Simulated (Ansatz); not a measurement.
## PbO$_{2}$ (R-3m) at 2 levels of theory

One geometry, relaxed with PBE; plane waves with PAW potentials in Ansatz, scalar-relativistic. No spin polarisation. Gaps are the least over mesh and band path; pressure is positive in compression.

```cif
data_structure
_symmetry_space_group_name_H-M 'R-3m:H'
_symmetry_Int_Tables_number 166
_cell_length_a 3.4458
_cell_length_b 3.4458
_cell_length_c 13.3678
_cell_angle_alpha 90.000
_cell_angle_beta 90.000
_cell_angle_gamma 120.000
_cell_volume 137.46
loop_
_atom_site_label
_atom_site_type_symbol
_atom_site_symmetry_multiplicity
_atom_site_Wyckoff_symbol
_atom_site_fract_x
_atom_site_fract_y
_atom_site_fract_z
_atom_site_occupancy
Pb1 Pb 3 a 0.00000 0.00000 0.00000 1
O1 O 6 c 0.33333 0.66667 0.92243 1
```

```json
{"level": "PBE", "cutoff (eV)": "420", "k mesh": "12×12×12", "gap (eV)": "0.14", "pressure (GPa)": "0.0"}
```

What comes out on the same cell with r2SCAN?

```
 level  cutoff (eV)    k mesh  gap (eV)  pressure (GPa)
r2SCAN          500  12×12×12      0.37            -5.8
```

Spin-orbit coupling matters for the bands of heavy elements and is left out. The cell holds layers, chains or molecules and no dispersion correction was added, so their binding is poorly described.

The cell was found from a structure generator's guess, not taken from experiment.
